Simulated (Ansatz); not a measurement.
**PbF2: the band gap up the ladder of functionals**

One table from this session's results is given with a row withheld; the runs are named, their logs left out.

Code: Ansatz 0.2.0. PAW datasets, plane waves. No spin polarisation and no zero-point or thermal motion.

## The structure to begin with

The cell was relaxed beforehand with r2SCAN+rVV10.

It is orthorhombic, Pnma (No. 62); conventional cell a = 6.350 Å, b = 3.858 Å, c = 7.616 Å, 15.55 Å³ an atom. Near Pb stand 7 F at 2.44–2.64 Å; near F stand 4 Pb at 2.44–2.59 Å and 2 F at 2.79 Å; near F stand 3 Pb at 2.44–2.64 Å.

Coordinates:

```xyz
12
Lattice="6.3497 0.0000 0.0000 0.0000 3.8581 0.0000 0.0000 0.0000 7.6156" Properties=species:S:1:pos:R:3 pbc="T T T"
Pb    4.7332    2.8936    0.8246
Pb    1.6165    0.9645    6.7910
Pb    4.7913    0.9645    4.6324
Pb    1.5584    2.8936    2.9832
F     0.8916    2.8936    0.4755
F     5.4581    0.9645    7.1401
F     2.2832    0.9645    4.2833
F     4.0664    2.8936    3.3323
F     3.3734    2.8936    6.4181
F     2.9763    0.9645    1.1976
F     6.1511    0.9645    2.6102
F     0.1985    2.8936    5.0054
```

Set-up of the first run:

File input.yaml:

```yaml
crystal:
  lattice:
    - [6.3496556904, 0.0, 0.0]
    - [0.0, 3.8581294015, 0.0]
    - [0.0, 0.0, 7.6156099855]
  atoms:
    - { symbol: Pb, position: [0.7454229478, 0.75, 0.1082762692] }
    - { symbol: Pb, position: [0.2545770522, 0.25, 0.8917237308] }
    - { symbol: Pb, position: [0.7545770522, 0.25, 0.6082762692] }
    - { symbol: Pb, position: [0.2454229478, 0.75, 0.3917237308] }
    - { symbol: F, position: [0.1404161049, 0.75, 0.0624382468] }
    - { symbol: F, position: [0.8595838951, 0.25, 0.9375617532] }
    - { symbol: F, position: [0.3595838951, 0.25, 0.5624382468] }
    - { symbol: F, position: [0.6404161049, 0.75, 0.4375617532] }
    - { symbol: F, position: [0.5312677362, 0.75, 0.842749385] }
    - { symbol: F, position: [0.4687322638, 0.25, 0.157250615] }
    - { symbol: F, position: [0.9687322638, 0.25, 0.342749385] }
    - { symbol: F, position: [0.0312677362, 0.75, 0.657250615] }
kpoints:
  mp_grid: { grid: [4, 6, 4] }
  band_path:
    path:
      - [[0.0, 0.0, 0.0], [0.5, 4.101496189686e-34, 1.619076761265e-34], [0.5, 0.5, -3.126871744728e-18], [4.422459877606e-50, 0.5, -3.126871744728e-18], [0.0, 0.0, 0.0], [-7.938672578217e-51, 6.658854543371e-35, 0.5], [0.5, 4.957183244108e-34, 0.5], [0.5, 0.5, 0.5], [-1.474481202354e-50, 0.5, 0.5], [-7.938672578217e-51, 6.658854543371e-35, 0.5]]
      - [[0.5, 4.101496189686e-34, 1.619076761265e-34], [0.5, 4.957183244108e-34, 0.5]]
      - [[4.422459877606e-50, 0.5, -3.126871744728e-18], [-1.474481202354e-50, 0.5, 0.5]]
      - [[0.5, 0.5, -3.126871744728e-18], [0.5, 0.5, 0.5]]
    npoints: 10
hamiltonian:
  xc: pbe
scf:
  occupations: { method: fermi_dirac, width: 0.02 }
  n_extra_bands: 7
output:
  forces: true
  stress: true
  eigenvalues: true
  write_density: true
  write_potential: true
  elf: true
  volumetric_format: npy
```

Run with:

```bash
$ ansatz run input.yaml --threads 4 --pin off --max-ram 7372MiB --backend cpu --events-out ev --progress --plain --runs-dir out
```

Steps of the session up to this table: PBE band path; r2SCAN at the same geometry; HSE06; Single point with PBE+SOC; PBE0 at the same geometry; LDA; DDH-PBE0; Hartree-Fock.

One of the session's tables, all rows but one given; the rest of the session is left out.

```
       level  gap (eV)
         PBE         ?
      r2SCAN      4.69
       HSE06      5.48
     PBE+SOC      3.88
        PBE0      6.19
         LDA      4.10
    DDH-PBE0      6.36
Hartree-Fock     12.30
```

**Question.** Estimate the row for PBE.

The run gave: gap (eV): 4.25. In the column «gap (eV)» it lies between LDA (4.10) and r2SCAN (4.69).

Meshes: PBE 4×6×4, r2SCAN 4×6×4, HSE06 2×4×2, PBE+SOC 4×6×4, PBE0 2×4×2, LDA 4×6×4, DDH-PBE0 2×4×2, Hartree-Fock 2×4×2

PBE+SOC gives the least gap, 3.88 eV, and Hartree-Fock the largest, 12.30 eV. Against HSE06, PBE is short by 1.23 eV, at 78 % of it, and r2SCAN 86 %. PBE0 lies 0.72 eV above HSE06, which differs from it by screening the long-range exchange.

Limits of these values: Warnings in the runs' records: stress scf threshold loose, stress exchange threshold loose.
